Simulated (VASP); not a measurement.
Write the native input for VASP 6.6.1 that does the following.

* Task: single point
* Functional: r2SCAN
* Dispersion: D3(BJ)
* Potentials or basis: VASP PAW PBE potentials, release 64 (F, H, O)
* Cutoff: 520 eV
* k mesh: 1 × 1 × 1
* Occupations: fermi-dirac, width 0.02 eV
* Spin: no spin polarisation
* Dipole correction: no
* Further INCAR settings: LREAL = Auto; ALGO = Normal; EDIFF = 1e-06; NBANDS = 58

H3OF:

```
F H O
1.0
     7.46502    0.00000    0.00000
     0.00000    7.46502    0.00000
     0.00000    0.00000    7.46502
F H O
5 15 5
Direct
  0.70390 0.63781 0.32698
  0.80832 0.10952 0.87500
  0.30106 0.49364 0.81547
  0.37437 0.38900 0.50580
  0.45918 0.86174 0.20267
  0.75062 0.50778 0.31396
  0.76522 0.05439 0.77085
  0.38581 0.59493 0.81761
  0.31790 0.42035 0.61500
  0.55208 0.77465 0.22679
  0.89144 0.26391 0.36095
  0.79911 0.27877 0.18167
  0.46828 0.85276 0.87874
  0.54599 0.76679 0.70021
  0.08319 0.58575 0.94873
  0.88386 0.64281 0.93216
  0.19713 0.27266 0.39322
  0.16837 0.09370 0.32947
  0.60715 0.04560 0.50971
  0.70995 0.86778 0.50516
  0.79159 0.32260 0.30202
  0.50169 0.73781 0.81704
  0.97776 0.59721 0.01520
  0.12104 0.16868 0.41081
  0.69682 0.97377 0.57401
```

The cell was built by a generator and needn't be a form met in nature.

These files were run (other wordings do the same):

POSCAR

```
H3OF
1.0
    7.4650220000      0.0000000000      0.0000000000
    0.0000000000      7.4650220000      0.0000000000
    0.0000000000      0.0000000000      7.4650220000
F H O
5 15 5
Direct
    0.7038961171      0.6378145972      0.3269782728
    0.8083164390      0.1095241246      0.8750007703
    0.3010573847      0.4936355178      0.8154698004
    0.3743726408      0.3890008630      0.5057989112
    0.4591815001      0.8617389205      0.2026651763
    0.7506206948      0.5077814908      0.3139575476
    0.7652221253      0.0543869797      0.7708483645
    0.3858126607      0.5949346164      0.8176131296
    0.3178959151      0.4203470532      0.6150015365
    0.5520814272      0.7746527740      0.2267910262
    0.8914374264      0.2639108096      0.3609500414
    0.7991135190      0.2787667605      0.1816739455
    0.4682772536      0.8527637293      0.8787382006
    0.5459863347      0.7667894348      0.7002122700
    0.0831879665      0.5857450922      0.9487312964
   -0.1161416537      0.6428112335      0.9321606822
    0.1971327077      0.2726582721      0.3932205424
    0.1683719083      0.0937036756      0.3294698931
    0.6071515931      1.0455963827      0.5097104871
    0.7099510222      0.8677804299      0.5051559125
    0.7915850750      0.3225978437      0.3020218829
    0.5016863982      0.7378143025      0.8170371099
   -0.0222370410      0.5972119037      1.0152012948
    0.1210445194      0.1686800119      0.4108092381
    0.6968231306      0.9737680612      0.5740103646
```

INCAR.step1

```
PREC     = Accurate       # precision mode
ENCUT    = 520            # plane-wave cutoff, eV
ISMEAR   = -1             # smearing method
SIGMA    = 0.02           # smearing width, eV
LREAL    = Auto         
LASPH    = True           # aspherical terms in the spheres
NELM     = 100            # most SCF steps
NBANDS   = 58             # bands
GGA      = PE             # functional
ALGO     = Normal         # electronic algorithm
EDIFF    = 1E-4           # SCF threshold, eV
LWAVE    = True           # write WAVECAR
LCHARG   = False          # write CHGCAR
```

INCAR.step2

```
PREC     = Accurate       # precision mode
ENCUT    = 520            # plane-wave cutoff, eV
EDIFF    = 1E-6           # SCF threshold, eV
ISMEAR   = -1             # smearing method
SIGMA    = 0.02           # smearing width, eV
LREAL    = Auto         
LASPH    = True           # aspherical terms in the spheres
NELM     = 100            # most SCF steps
ALGO     = Normal         # electronic algorithm
ISIF     = 2              # what is computed and relaxed
LWAVE    = False          # write WAVECAR
LCHARG   = False          # write CHGCAR
METAGGA  = R2SCAN         # meta-GGA
LMIXTAU  = True         
IVDW     = 12             # dispersion correction
VDW_S6   = 1.0          
VDW_S8   = 0.78981345   
VDW_A1   = 0.49484001   
VDW_A2   = 5.73083694   
NBANDS   = 58             # bands
ISTART   = 1
```

KPOINTS

```
regular mesh
0
Gamma
  1 1 1
```

Potentials or basis: VASP PAW PBE potentials, release 64 (F, H, O).

The run is started by

```console
$ cat potpaw_PBE.64/F/POTCAR potpaw_PBE.64/H/POTCAR potpaw_PBE.64/O/POTCAR > POTCAR
$ cp INCAR.step1 INCAR
$ mpirun -np 1 vasp_gam > vasp.out
$ cp INCAR.step2 INCAR
$ mpirun -np 1 vasp_gam > vasp.out
```

Results of the run:

- Pressure: -0.1 GPa
- Largest force: 4.642 eV/Å
- Band gap on the k mesh: 5.23 eV, direct
- Dispersion energy per atom: -0.009 eV

Caveat: the PAW data sets were made with another functional, which shifts forces and pressure a little.

It took 2.9 min on 1 thread of Intel(R) Xeon(R) Platinum 8488C (Sapphire Rapids), with other jobs on the host, peak memory 0.45 GiB.
